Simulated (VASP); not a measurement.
# Cu (a cell with a defect) in VASP: settings compared

Aim: see how the results for Cu (a cell with a defect) move with the level of theory and the settings. Levels: PBEsol, PBE. Tasks: relaxation of the atoms.

All numbers are computed with VASP 6.6.1; they aren't measurements. Logs are shortened: lines on timing, memory, paths and dates and some standing lists are left out, and cuts for length are marked.

### Step 1. The structure

The cell holds a defect, 31 atoms: a = 7.270 Å, b = 7.270 Å, c = 7.270 Å, α = 90.00°, β = 90.00°, γ = 90.00°.

The cell was built by a generator and needn't be a form met in nature.

### Step 2. Relaxation of the atoms, PBEsol

The input, INCAR:

```
SYSTEM = Cu
PREC = Accurate
ENCUT = 350
EDIFF = 1E-7
ISMEAR = -1
SIGMA = 0.05
LREAL = .False.
LASPH = .True.
NELM = 80
ALGO = Normal
ISIF = 2
LWAVE = .False.
LCHARG = .False.
GGA = PS
IBRION = 2
NSW = 60
EDIFFG = -0.005
```

The input, KPOINTS:

```
Automatic mesh
0
Gamma
  5 5 5
  0 0 0
```

The input, POSCAR:

```
Cu
1.0
    7.2700000000      0.0000000000      0.0000000000
    0.0000000000      7.2700000000      0.0000000000
    0.0000000000      0.0000000000      7.2700000000
Cu
31
Direct
    0.0000000000      0.0000000000      0.5000000000
    0.0000000000      0.5000000000      0.0000000000
    0.0000000000      0.5000000000      0.5000000000
    0.5000000000      0.0000000000      0.0000000000
    0.5000000000      0.0000000000      0.5000000000
    0.5000000000      0.5000000000      0.0000000000
    0.5000000000      0.5000000000      0.5000000000
    0.0000000000      0.2500000000      0.2500000000
    0.0000000000      0.2500000000      0.7500000000
    0.0000000000      0.7500000000      0.2500000000
    0.0000000000      0.7500000000      0.7500000000
    0.5000000000      0.2500000000      0.2500000000
    0.5000000000      0.2500000000      0.7500000000
    0.5000000000      0.7500000000      0.2500000000
    0.5000000000      0.7500000000      0.7500000000
    0.2500000000      0.0000000000      0.2500000000
    0.2500000000      0.0000000000      0.7500000000
    0.2500000000      0.5000000000      0.2500000000
    0.2500000000      0.5000000000      0.7500000000
    0.7500000000      0.0000000000      0.2500000000
    0.7500000000      0.0000000000      0.7500000000
    0.7500000000      0.5000000000      0.2500000000
    0.7500000000      0.5000000000      0.7500000000
    0.2500000000      0.2500000000      0.0000000000
    0.2500000000      0.2500000000      0.5000000000
    0.2500000000      0.7500000000      0.0000000000
    0.2500000000      0.7500000000      0.5000000000
    0.7500000000      0.2500000000      0.0000000000
    0.7500000000      0.2500000000      0.5000000000
    0.7500000000      0.7500000000      0.0000000000
    0.7500000000      0.7500000000      0.5000000000
```

Potentials or basis: VASP PAW PBE potentials, release 64 (Cu).

Command:

```bash
> cat potpaw_PBE.64/Cu/POTCAR > POTCAR
> mpirun -np 1 vasp_std > vasp.out
```

OUTCAR:

```text
SYSTEM = Cu
   PREC = Accurate
   ENCUT = 350
   EDIFF = 1E-7
   ISMEAR = -1
   LREAL = .False.
   LASPH = .True.
   NELM = 80
   ISIF = 2
   GGA = PS
   IBRION = 2
   NSW = 60
   EDIFFG = -0.005

 ion  position               nearest neighbor table
   1  0.000  0.000  0.500-   8 2.57   9 2.57  10 2.57  11 2.57  16 2.57  17 2.57  20 2.57  21 2.57
                            25 2.57  27 2.57  29 2.57  31 2.57
   2  0.000  0.500  0.000-   8 2.57   9 2.57  10 2.57  11 2.57  18 2.57  19 2.57  22 2.57  23 2.57
                            24 2.57  26 2.57  28 2.57  30 2.57
   3  0.000  0.500  0.500-   8 2.57   9 2.57  10 2.57  11 2.57  18 2.57  19 2.57  22 2.57  23 2.57
                            25 2.57  27 2.57  29 2.57  31 2.57
   4  0.500  0.000  0.000-  12 2.57  13 2.57  14 2.57  15 2.57  16 2.57  17 2.57  20 2.57  21 2.57
                            24 2.57  26 2.57  28 2.57  30 2.57
   5  0.500  0.000  0.500-  12 2.57  13 2.57  14 2.57  15 2.57  16 2.57  17 2.57  20 2.57  21 2.57
                            25 2.57  27 2.57  29 2.57  31 2.57
   6  0.500  0.500  0.000-  12 2.57  13 2.57  14 2.57  15 2.57  18 2.57  19 2.57  22 2.57  23 2.57
                            24 2.57  26 2.57  28 2.57  30 2.57
   7  0.500  0.500  0.500-  12 2.57  13 2.57  14 2.57  15 2.57  18 2.57  19 2.57  22 2.57  23 2.57
                            25 2.57  27 2.57  29 2.57  31 2.57
   8  0.000  0.250  0.250-   1 2.57   2 2.57   3 2.57  16 2.57  18 2.57  20 2.57  22 2.57  24 2.57
                            25 2.57  28 2.57  29 2.57
   9  0.000  0.250  0.750-   1 2.57   2 2.57   3 2.57  17 2.57  19 2.57  21 2.57  23 2.57  24 2.57
[... 31 lines left out ...]
  25  0.250  0.250  0.500-   1 2.57   3 2.57   5 2.57   7 2.57   8 2.57   9 2.57  12 2.57  13 2.57
                            16 2.57  17 2.57  18 2.57  19 2.57
  26  0.250  0.750  0.000-   2 2.57   4 2.57   6 2.57  10 2.57  11 2.57  14 2.57  15 2.57  16 2.57
                            17 2.57  18 2.57  19 2.57
  27  0.250  0.750  0.500-   1 2.57   3 2.57   5 2.57   7 2.57  10 2.57  11 2.57  14 2.57  15 2.57
                            16 2.57  17 2.57  18 2.57  19 2.57
  28  0.750  0.250  0.000-   2 2.57   4 2.57   6 2.57   8 2.57   9 2.57  12 2.57  13 2.57  20 2.57
                            21 2.57  22 2.57  23 2.57
  29  0.750  0.250  0.500-   1 2.57   3 2.57   5 2.57   7 2.57   8 2.57   9 2.57  12 2.57  13 2.57
                            20 2.57  21 2.57  22 2.57  23 2.57
  30  0.750  0.750  0.000-   2 2.57   4 2.57   6 2.57  10 2.57  11 2.57  14 2.57  15 2.57  20 2.57
                            21 2.57  22 2.57  23 2.57
  31  0.750  0.750  0.500-   1 2.57   3 2.57   5 2.57   7 2.57  10 2.57  11 2.57  14 2.57  15 2.57
                            20 2.57  21 2.57  22 2.57  23 2.57

  LATTYP: Found a simple cubic cell.
 ALAT       =     7.2700000000

  Lattice vectors:

 A1 = (   7.2700000000,   0.0000000000,   0.0000000000)
 A2 = (   0.0000000000,   7.2700000000,   0.0000000000)
 A3 = (   0.0000000000,   0.0000000000,   7.2700000000)

Analysis of symmetry for initial positions (statically):
=====================================================================
 Subroutine PRICEL returns:
 Original cell was already a primitive cell.

 Routine SETGRP: Setting up the symmetry group for a
 simple cubic supercell.

 Subroutine GETGRP returns: Found 48 space group operations
 (whereof 48 operations were pure point group operations)
 out of a pool of 48 trial point group operations.

The static configuration has the point symmetry O_h .

Analysis of symmetry for dynamics (positions and initial velocities):
=====================================================================
 Subroutine PRICEL returns:
 Original cell was already a primitive cell.

 Routine SETGRP: Setting up the symmetry group for a
 simple cubic supercell.

 Subroutine GETGRP returns: Found 48 space group operations
 (whereof 48 operations were pure point group operations)
 out of a pool of 48 trial point group operations.

The dynamic configuration has the point symmetry O_h .

 Subroutine INISYM returns: Found 48 space group operations
 (whereof 48 operations are pure point group operations),
 and found     1 'primitive' translations

----------------------------------------------------------------------------------------

                                     Primitive cell

  volume of cell :     384.2406

  direct lattice vectors                    reciprocal lattice vectors
     7.270000000  0.000000000  0.000000000     0.137551582  0.000000000  0.000000000
     0.000000000  7.270000000  0.000000000     0.000000000  0.137551582  0.000000000
     0.000000000  0.000000000  7.270000000     0.000000000  0.000000000  0.137551582

  length of vectors
     7.270000000  7.270000000  7.270000000     0.137551582  0.137551582  0.137551582
[... 85 lines left out ...]

  Shift w.r.t. Gamma in fractional coordinates (k-lattice)
     0.000000000  0.000000000  0.000000000

 Subroutine IBZKPT returns following result:
 ===========================================

 Found     10 irreducible k-points:

 Following reciprocal coordinates:
            Coordinates               Weight
  0.000000  0.000000  0.000000      1.000000
  0.200000  0.000000  0.000000      6.000000
  0.400000  0.000000  0.000000      6.000000
  0.200000  0.200000  0.000000     12.000000
  0.400000  0.200000  0.000000     24.000000
  0.400000  0.400000  0.000000     12.000000
  0.200000  0.200000  0.200000      8.000000
  0.400000  0.200000  0.200000     24.000000
  0.400000  0.400000  0.200000     24.000000
  0.400000  0.400000  0.400000      8.000000
   k-points           NKPTS =     10   k-points in BZ     NKDIM =     10   number of bands    NBANDS=    204
   number of dos      NEDOS =    301   number of ions     NIONS =     31
   total plane-waves  NPLWV = 110592
   dimension x,y,z NGX =    48 NGY =   48 NGZ =   48
   dimension x,y,z NGXF=    96 NGYF=   96 NGZF=   96
   ions per type =              31
   NGX,Y,Z   is equivalent  to a cutoff of  10.98, 10.98, 10.98 a.u.
   NGXF,Y,Z  is equivalent  to a cutoff of  21.95, 21.95, 21.95 a.u.
 SYSTEM =  Cu
   PREC   = accura    normal or accurate (medium, high low for compatibility)
   ISTART =      0    job   : 0-new  1-cont  2-samecut
   ICHARG =      2    charge: 1-file 2-atom 10-const
   ISPIN  =      1    spin polarized calculation?
   LNONCOLLINEAR =      F non collinear calculations
   LSORBIT =      F    spin-orbit coupling
   LASPH  =      T    aspherical Exc in radial PAW
   ENCUT  =  350.0 eV  25.72 Ry    5.07 a.u.  11.09 11.09 11.09*2*pi/ulx,y,z
   NELM   =     80;   NELMIN=  2; NELMDL= -5     # of ELM steps
   EDIFF  = 0.1E-06   stopping-criterion for ELM
   LREAL  =      F    real-space projection
   EDIFFG = -.5E-02   stopping-criterion for IOM
   NSW    =     60    number of steps for IOM
   IBRION =      2    ionic relax: 0-MD 1-quasi-New 2-CG
   NFREE  =      1    steps in history (QN), initial steepest desc. (CG)
   ISIF   =      2    stress and relaxation
   ISYM   =      2    0-nonsym 1-usesym 2-fastsym
   POTIM  = 0.5000    time-step for ionic-motion
   TEBEG  =    0.0;   TEEND  =   0.0 temperature during run
   PSTRESS=    0.0 pullay stress
   NELECT =     341.0000    total number of electrons
   NUPDOWN=      -1.0000    fix difference up-down
   EMIN   =  10.00;   EMAX   =-10.00  energy-range for DOS
   EFERMI =   0.00;   METHOD = LEGACY
   ISMEAR =    -1;   SIGMA  =   0.05  broadening in eV -4-tet -1-fermi 0-gaus
   EFERMI_NEDOS =   21; number of points for ismear=-14 and -15
   IALGO  =     38    algorithm
   IMIX   =      4    mixing-type and parameters
     AMIX     =   0.40;   BMIX     =  1.00
     AMIX_MAG =   1.60;   BMIX_MAG =  1.00
  volume/ion in A,a.u.               =      12.39        83.64
  Fermi-wavevector in a.u.,A,eV,Ry     =   1.573229  2.972971 33.675083  2.475049
  Thomas-Fermi vector in A             =   2.674545
   LORBIT       =      0    0 simple, 1 ext, 2 COOP (PROOUT), +10 PAW based schemes
   GGA     = PS    functional components
   LHFCALC =     F    Hartree Fock is set to
   AEXX    =    0.0000 exact exchange contribution
   IVDW    =     0    specifies the selected vdW correction
   LEPSILON=     F    determine dielectric tensor
   LRPA    =     F    only Hartree local field effects (RPA)
 conjugate gradient relaxation of ions
 non-spin polarized calculation
  energy-cutoff  :      350.00
  volume of cell :      384.24
 maximum number of plane-waves:      5750
 NGX is ok and might be reduce to    48
   NGX = 23   NGY = 23   NGZ = 23

--------------------------------------- Ionic step        1  -------------------------------------------

 number of electron     341.0000010 magnetization

 Free energy of the ion-electron system (eV)
  ---------------------------------------------------
  ext. energy  EPLUGINS =         0.00000000
  ---------------------------------------------------
  free energy    TOTEN  =      -131.77860992 eV

  energy without entropy =     -131.69595552  energy(sigma->0) =     -131.73728272

------------------------ aborting loop because EDIFF is reached ----------------------------------------

  FORCE on cell =-STRESS in cart. coord.  units (eV):
  Direction    XX          YY          ZZ          XY          YZ          ZX
  --------------------------------------------------------------------------------------
  -------------------------------------------------------------------------------------
  Total      -20.8509500    -20.8509500    -20.8509500     -0.0000000      0.0000000      0.0000000
  in kB      -86.9427149    -86.9427149    -86.9427149     -0.0000000      0.0000000      0.0000000
  external PRESSURE =     -86.9427149 kB  Pullay stress =       0.0000000 kB
[... 247 lines left out ...]
--------------------------------------- Ionic step        5  -------------------------------------------

 number of electron     341.0000065 magnetization

 Free energy of the ion-electron system (eV)
  ---------------------------------------------------
  ext. energy  EPLUGINS =         0.00000000
  ---------------------------------------------------
  free energy    TOTEN  =      -131.78678054 eV

  energy without entropy =     -131.70269651  energy(sigma->0) =     -131.74473853

 E-fermi :   6.7837     XC(G=0): -12.5996

 val. band max:        6.7426801773   @ k =   0.2000   0.2000   0.2000
 cond. band min:       6.8002011934   @ k =   0.2000   0.2000   0.2000
 fundamental gap:      0.0575210161
 Fermi energy:         6.7837498973

 k-point     1 :       0.0000    0.0000    0.0000
  band No.  band energies     occupation
      1      -2.2832      2.00000
      2       0.3546      2.00000
      3       0.3546      2.00000
      4       0.4012      2.00000
      5       0.4012      2.00000
      6       0.4012      2.00000
[... 1839 lines left out ...]
    181       8.5753      0.00000
    182       8.7643      0.00000
 [bands above 182 left out]

------------------------ aborting loop because EDIFF is reached ----------------------------------------

  FORCE on cell =-STRESS in cart. coord.  units (eV):
  Direction    XX          YY          ZZ          XY          YZ          ZX
  --------------------------------------------------------------------------------------
  -------------------------------------------------------------------------------------
  Total      -21.1736415    -21.1736415    -21.1736415      0.0000000      0.0000000      0.0000000
  in kB      -88.2882494    -88.2882494    -88.2882494      0.0000000      0.0000000      0.0000000
  external PRESSURE =     -88.2882494 kB  Pullay stress =       0.0000000 kB
[... 46 lines left out ...]
  FREE ENERGIE OF THE ION-ELECTRON SYSTEM (eV)
  ---------------------------------------------------
  free  energy   TOTEN  =      -131.7867805414 eV

  energy  without entropy=     -131.7026965103  energy(sigma->0) =     -131.74473853

 reached required accuracy - stopping structural energy minimisation
```

Wall time 64 min (1 thread of AMD EPYC 7R13 (Zen 3), shared host); peak memory 0.48 GiB.

Results:

* Free energy: -131.7868 eV
* Energy gained by relaxing: 0.3 meV/atom
* Ionic steps: 5
* Pressure after relaxing: -8.8 GPa
* Largest force after relaxing: 0.003 eV/Å
* Band gap on the k mesh: none (metal or under the smearing width)

Forces on the atoms (eV/Å):
```
Cu   0.000  0.000  0.000
Cu   0.000  0.000  0.000
Cu   0.000  0.000  0.000
Cu   0.000  0.000  0.000
Cu   0.000  0.000  0.000
Cu   0.000  0.000  0.000
Cu   0.000  0.000  0.000
Cu   0.000  0.000  0.000
Cu   0.000  0.000  0.000
Cu   0.000  0.000  0.000
Cu   0.000  0.000  0.000
Cu   0.000 -0.002 -0.002
Cu   0.000 -0.002  0.002
Cu   0.000  0.002 -0.002
Cu   0.000  0.002  0.002
Cu   0.000  0.000  0.000
Cu   0.000  0.000  0.000
Cu  -0.002  0.000 -0.002
Cu  -0.002  0.000  0.002
Cu   0.000  0.000  0.000
Cu   0.000  0.000  0.000
Cu   0.002  0.000 -0.002
Cu   0.002  0.000  0.002
Cu   0.000  0.000  0.000
Cu  -0.002 -0.002  0.000
Cu   0.000  0.000  0.000
Cu  -0.002  0.002  0.000
Cu   0.000  0.000  0.000
Cu   0.002 -0.002  0.000
Cu   0.000  0.000  0.000
Cu   0.002  0.002  0.000
```

The path:
| step | energy change (eV) | largest force (eV/Å) | pressure (GPa) |
| --- | --- | --- | --- |
| 1 | 0.0000 | 0.0802 | -8.69 |
| 2 | -0.0036 | 0.0596 | -8.71 |
| 3 | -0.0081 | 0.0068 | -8.83 |
| 4 | -0.0081 | 0.0070 | -8.83 |
| 5 | -0.0082 | 0.0030 | -8.83 |

Final structure:
```yaml
crystal:
  lattice:
    - [7.27000, 0.00000, 0.00000]
    - [0.00000, 7.27000, 0.00000]
    - [0.00000, 0.00000, 7.27000]
  atoms:
    - { symbol: Cu, position: [0.00000, 0.00000, 0.50000] }
    - { symbol: Cu, position: [0.00000, 0.50000, 0.00000] }
    - { symbol: Cu, position: [0.00000, 0.50000, 0.50000] }
    - { symbol: Cu, position: [0.50000, 0.00000, 0.00000] }
    - { symbol: Cu, position: [0.50000, 0.00000, 0.50000] }
    - { symbol: Cu, position: [0.50000, 0.50000, 0.00000] }
    - { symbol: Cu, position: [0.50000, 0.50000, 0.50000] }
    - { symbol: Cu, position: [0.00000, 0.24854, 0.24854] }
    - { symbol: Cu, position: [0.00000, 0.24854, 0.75146] }
    - { symbol: Cu, position: [0.00000, 0.75146, 0.24854] }
    - { symbol: Cu, position: [0.00000, 0.75146, 0.75146] }
    - { symbol: Cu, position: [0.50000, 0.24949, 0.24949] }
    - { symbol: Cu, position: [0.50000, 0.24949, 0.75051] }
    - { symbol: Cu, position: [0.50000, 0.75051, 0.24949] }
    - { symbol: Cu, position: [0.50000, 0.75051, 0.75051] }
    - { symbol: Cu, position: [0.24854, 0.00000, 0.24854] }
    - { symbol: Cu, position: [0.24854, 0.00000, 0.75146] }
    - { symbol: Cu, position: [0.24949, 0.50000, 0.24949] }
    - { symbol: Cu, position: [0.24949, 0.50000, 0.75051] }
    - { symbol: Cu, position: [0.75146, 0.00000, 0.24854] }
    - { symbol: Cu, position: [0.75146, 0.00000, 0.75146] }
    - { symbol: Cu, position: [0.75051, 0.50000, 0.24949] }
    - { symbol: Cu, position: [0.75051, 0.50000, 0.75051] }
    - { symbol: Cu, position: [0.24854, 0.24854, 0.00000] }
    - { symbol: Cu, position: [0.24949, 0.24949, 0.50000] }
    - { symbol: Cu, position: [0.24854, 0.75146, 0.00000] }
    - { symbol: Cu, position: [0.24949, 0.75051, 0.50000] }
    - { symbol: Cu, position: [0.75146, 0.24854, 0.00000] }
    - { symbol: Cu, position: [0.75051, 0.24949, 0.50000] }
    - { symbol: Cu, position: [0.75146, 0.75146, 0.00000] }
    - { symbol: Cu, position: [0.75051, 0.75051, 0.50000] }
```

Caveat: the cutoff is under 1.25 times the usual one of these potentials, so pressure, stress and relaxed cells hold a basis-set (Pulay) error; the PAW data sets were made with another functional, which shifts forces and pressure a little.

### Step 3. Relaxation of the atoms, PBE

The input, INCAR:

```
ALGO     = Normal         # electronic algorithm
EDIFF    = 1E-7           # SCF threshold, eV
EDIFFG   = -0.005         # ionic threshold
ENCUT    = 350            # plane-wave cutoff, eV
GGA      = PE             # functional
IBRION   = 2              # ionic algorithm
ISIF     = 2              # what is computed and relaxed
ISMEAR   = -1             # smearing method
LASPH    = True           # aspherical terms in the spheres
LCHARG   = False          # write CHGCAR
LREAL    = False          # projectors in reciprocal space
LWAVE    = False          # write WAVECAR
NELM     = 60             # most SCF steps
NSW      = 40             # ionic steps
PREC     = Accurate       # precision mode
SIGMA    = 0.05           # smearing width, eV
```

The input, KPOINTS:

```
k-points
0
Gamma
  5 5 5
```

POSCAR is that of step 2.

Potentials or basis: VASP PAW PBE potentials, release 64 (Cu).

Command:

```bash
> cat potpaw_PBE.64/Cu/POTCAR > POTCAR
> mpirun -np 1 vasp_std > vasp.out
```

Wall time 65 min (1 thread of Intel Xeon Platinum 8488C (Sapphire Rapids), shared host); peak memory 0.51 GiB.

The run converged. Its results:

```yaml
Free_energy: -114.6890 eV
Energy_gained_by_relaxing: 0.9 meV/atom
Ionic_steps: 6
Pressure_after_relaxing: -1.4 GPa
Band_gap_on_the_k_mesh: none (metal or under the smearing width)
```

The path:
```csv
step,energy change (eV),largest force (eV/Å),pressure (GPa)
1,0.0000,0.1637,-1.17
2,-0.0135,0.1149,-1.24
3,-0.0270,0.0278,-1.42
4,-0.0270,0.0277,-1.38
5,-0.0274,0.0103,-1.39
6,-0.0275,0.0006,-1.39
```

Final structure:
```
Cu
1.0
     7.27000    0.00000    0.00000
     0.00000    7.27000    0.00000
     0.00000    0.00000    7.27000
Cu
31
Direct
  0.00000 0.00000 0.50000
  0.00000 0.50000 0.00000
  0.00000 0.50000 0.50000
  0.50000 0.00000 0.00000
  0.50000 0.00000 0.50000
  0.50000 0.50000 0.00000
  0.50000 0.50000 0.50000
  0.00000 0.24740 0.24740
  0.00000 0.24740 0.75260
  0.00000 0.75260 0.24740
  0.00000 0.75260 0.75260
  0.50000 0.24930 0.24930
  0.50000 0.24930 0.75070
  0.50000 0.75070 0.24930
  0.50000 0.75070 0.75070
  0.24740 0.00000 0.24740
  0.24740 0.00000 0.75260
  0.24930 0.50000 0.24930
  0.24930 0.50000 0.75070
  0.75260 0.00000 0.24740
  0.75260 0.00000 0.75260
  0.75070 0.50000 0.24930
  0.75070 0.50000 0.75070
  0.24740 0.24740 0.00000
  0.24930 0.24930 0.50000
  0.24740 0.75260 0.00000
  0.24930 0.75070 0.50000
  0.75260 0.24740 0.00000
  0.75070 0.24930 0.50000
  0.75260 0.75260 0.00000
  0.75070 0.75070 0.50000
```

Levels at points of the mesh, in eV from the Fermi level:
```csv
k point,band 168,band 169,band 170,band 171,band 172,band 173,band 174,band 175
"(0.00, 0.00, 0.00)",-0.37,-0.37,-0.34,-0.34,-0.25,-0.25,-0.25,-0.10
```

Caveat: the cutoff is under 1.25 times the usual one of these potentials, so pressure, stress and relaxed cells hold a basis-set (Pulay) error.
